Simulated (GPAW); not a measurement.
Se:

```
CELL_PARAMETERS angstrom
0.00000 -3.40690 0.00000
-3.40690 0.00000 0.00000
0.00000 0.00000 -3.40690
ATOMIC_POSITIONS crystal
Se 0.48850 0.49933 0.45501
Se 0.01150 0.00067 0.04499
```

This isn't the form of Se at room conditions, which is trigonal, of chains.

The cell isn't the ideal one: a zone-boundary wave of random shape, sigma 0.1 Å.

Base run:

* Program: GPAW 26.7.0
* Functional: BLYP
* Potentials or basis: PAW data sets generated in the run's folder for this functional
* Cutoff: 600 eV
* Basis: pw
* k mesh: 8 × 8 × 8
* Occupations: fermi-dirac, width 0.05 eV
* Spin: no spin polarisation

Its results: band gap on the k mesh none (metal or under the smearing width); pressure 12.1 GPa; largest force 0.438 eV/Å.

Q: The run is repeated on the same cell with these changes: functional from BLYP to PBE; potentials or basis from PAW data sets generated in the run's folder for this functional to GPAW PAW data sets (gpaw-data 1.2.1). What comes out?

A: Band gap on the k mesh none (metal or under the smearing width); pressure 4.3 GPa; largest force 0.483 eV/Å.
